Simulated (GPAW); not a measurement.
A run of GPAW 26.7.0 is set up as follows.

The input run.py:

```python
import numpy as np
from ase.dft.bandgap import bandgap
from ase.io import read, write
from ase.units import GPa
from gpaw import GPAW, PW, setup_paths
from gpaw.spinorbit import soc_eigenstates

setup_paths.insert(0, '.')

atoms = read('ZnSe.xyz')

calc = GPAW(mode=PW(600),
            xc='PBEsol',
            kpts={'size': (6, 6, 6), 'gamma': True},
            occupations={'name': 'fermi-dirac', 'width': 0.05},
            nbands=18,
            convergence={'density': 1e-05, 'energy': 1e-05},
            maxiter=150,
            txt='gpaw.txt')
atoms.calc = calc
energy = atoms.get_potential_energy()
forces = atoms.get_forces()
stress = atoms.get_stress()
calc.write('gs.gpw')
write('result.traj', atoms)
print(f'Energy: {energy:.6f} eV')
print('Forces (eV/A):')
print(forces.round(4))
print('Stress (GPa):', (stress / GPa).round(3))
print('Fermi level:', round(calc.get_fermi_level(), 4), 'eV')
print(f'Gap: {bandgap(calc)[0]:.4f} eV, direct: {bandgap(calc, direct=True)[0]:.4f} eV')

path = atoms.cell.bandpath('GXWKGLUWLK,UX', npoints=60, eps=1e-4)
bs_calc = calc.fixed_density(kpts=path, symmetry='off', nbands=29,
                             convergence={'bands': 'CBM+6.0', 'eigenstates': 1e-6}, txt='bands.txt')
bs = bs_calc.band_structure()
bs.write('bs.json')
print(f'Gap on the path: {bandgap(bs_calc)[0]:.4f} eV')

soc = soc_eigenstates(bs_calc, theta=0, phi=0)
np.savetxt('soc_bands.dat', soc.eigenvalues(), fmt='%.4f')
mesh = soc_eigenstates('gs.gpw', theta=0, phi=0)
np.savetxt('soc_mesh.dat', mesh.eigenvalues(), fmt='%.4f')
print('Fermi level with spin-orbit coupling:', round(mesh.fermi_level, 4), 'eV')
```

Contents of ZnSe.xyz:

```xyz
2
Lattice="0.0000000000 2.8338000000 2.8338000000 2.8338000000 0.0000000000 2.8338000000 2.8338000000 2.8338000000 0.0000000000" Properties=species:S:1:pos:R:3 pbc="T T T"
Se     4.2507000000      4.2507000000      4.2507000000
Zn     0.0000000000      0.0000000000      0.0000000000
```

Potentials or basis: PAW data sets generated in the run's folder for this functional, pw.

Command:

```sh
$ gpaw-setup -f PBEsol Se Zn
$ OMP_NUM_THREADS=1 python run.py
```

Problem. Estimate the band gap on the k mesh.

Solution. 1.04 eV, direct.

Problem. Estimate the band gap along the path.

Solution. 1.04 eV, direct.

Levels at the corners of the path, in eV from the valence-band top:
| point | band 15 | band 16 | band 17 | band 18 | band 19 | band 20 | band 21 | band 22 |
| --- | --- | --- | --- | --- | --- | --- | --- | --- |
| Γ | 0.00 | 0.00 | 0.00 | 0.00 | 1.04 | 1.04 | 5.51 | 5.51 |
| X | -2.43 | -2.43 | -2.25 | -2.25 | 2.71 | 2.71 | 3.25 | 3.25 |
| W | -3.05 | -2.86 | -2.82 | -2.80 | 5.16 | 5.22 | 5.37 | 5.48 |
| K | -3.32 | -3.21 | -1.94 | -1.94 | 3.34 | 3.34 | 5.33 | 5.44 |
| Γ | 0.00 | 0.00 | 0.00 | 0.00 | 1.04 | 1.04 | 5.51 | 5.51 |
| L | -1.13 | -1.13 | -0.89 | -0.89 | 2.32 | 2.32 | 6.14 | 6.14 |
| U | -3.32 | -3.21 | -1.94 | -1.94 | 3.34 | 3.34 | 5.33 | 5.44 |
| W | -3.05 | -2.86 | -2.82 | -2.80 | 5.16 | 5.22 | 5.37 | 5.48 |
| L | -1.13 | -1.13 | -0.89 | -0.89 | 2.32 | 2.32 | 6.14 | 6.14 |
| K | -3.32 | -3.21 | -1.94 | -1.94 | 3.34 | 3.34 | 5.33 | 5.44 |
| U | -3.32 | -3.21 | -1.94 | -1.94 | 3.34 | 3.34 | 5.33 | 5.44 |
| X | -2.43 | -2.43 | -2.25 | -2.25 | 2.71 | 2.71 | 3.25 | 3.25 |

Caveat: spin-orbit coupling was added after a scalar SCF, so levels and gaps hold it while energy, forces, pressure and moments don't; this program's spin-orbit splittings come out too wide for heavy elements.

**Experimental background.**

“Alloy Disordering Effects on the Thermal Conductivity and Energy Gap Temperature Dependence of Cd1−xZnxSe Ternary Crystals Grown by the Bridgman Method”, 2023, pmc:10253836 reports, for a bulk crystal of ZnSe at 300 K: band gap 2.695 ± 0.003 eV (an exciton energy, a little under the gap).

Against the measured gap of ZnSe, 2.695 eV (an exciton energy, a little under the gap; 300 K; “Alloy Disordering Effects on the Thermal Conductivity and Energy Gap Temperature Dependence of Cd1−xZnxSe Ternary Crystals Grown by the Bridgman Method”, 2023, pmc:10253836), the calculated 1.04 eV is off by -1.65 eV. So large a miss can be the level of theory's own, or it may mean another phase, state or a wrong row. The value is that of PBEsol, without temperature or zero-point motion. Semilocal functionals fall short of measured gaps as a rule.
